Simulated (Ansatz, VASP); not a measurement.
**Two plane-wave programs on Ba**

The input INCAR:

```
SYSTEM = Ba
ALGO = Fast
EDIFF = 1E-7
EDIFFG = -0.04
ENCUT = 600
GGA = PE
IBRION = 2
ISIF = 3
ISMEAR = 0
LASPH = .True.
LCHARG = .False.
LREAL = .False.
LWAVE = .False.
NELM = 80
NSW = 90
PREC = Accurate
SIGMA = 0.1
```

File KPOINTS:

```
k-points
0
Gamma
  4 4 4
  0 0 0
```

File POSCAR:

```
Ba
1.0
    3.7107513082     -2.3724764840      0.0000000000
    3.7107513082      2.3724764840      0.0000000000
   -1.1103070780      0.0000000000      7.2833490766
Ba
2
Direct
    0.7364071778      0.7364071778      0.7500012792
    0.2635928222      0.2635928222      0.2499987208
```

Input for Ansatz:

```yaml
crystal:
  lattice:
    - [3.7107513082, -2.372476484, 0.0]
    - [3.7107513082, 2.372476484, 0.0]
    - [-1.110307078, 0.0, 7.2833490766]
  atoms:
    - { symbol: Ba, position: [0.7364071778, 0.7364071778, 0.7500012792] }
    - { symbol: Ba, position: [0.2635928222, 0.2635928222, 0.2499987208] }
basis:
  ecutwfc: 420
kpoints:
  mp_grid: { grid: [4, 4, 4] }
hamiltonian:
  xc: pbe
scf:
  occupations: { method: gaussian, width: 0.1 }
  lower_state_search: "off"
output:
  forces: true
  stress: true
  eigenvalues: true
relax:
  adjacent_minimum: "off"
  f_tol: 0.04
  max_steps: 70
  cell: { stress_tol: 0.4 }
```

Alike in both runs: task relaxation of cell and atoms; functional PBE; k mesh 4 × 4 × 4; occupations gaussian, width 0.1 eV; no spin polarisation.

|  | VASP | Ansatz |
| --- | --- | --- |
| version | VASP 6.6.1 | Ansatz 0.2.0 |
| potentials or method | VASP PAW PBE potentials, release 64 (Ba_sv) | scalar-relativistic, plane waves, PAW |
| plane-wave cutoff (eV) | 600 | 420 |
| valence electrons in the cell | 20 | 20 |

Ansatz gave:

- gap on the k mesh at the Fermi level, each at its own relaxed structure (eV): none
- relaxed volume (Å³/atom): 64.12
- relaxed cell length with the largest relative difference (Å): 7.367

Q: What did VASP give for the same quantities?

A: gap on the k mesh at the Fermi level, each at its own relaxed structure (eV): none; relaxed volume (Å³/atom): 64.46; relaxed cell length with the largest relative difference (Å): 7.386.

A gap of «none» marks a metal or a gap that the smearing closes.

Caveats: the k mesh is coarse (spacing up to 0.39 Å⁻¹), so the values aren't converged. The runs have no spin-orbit coupling, so splittings on Ba are missing.
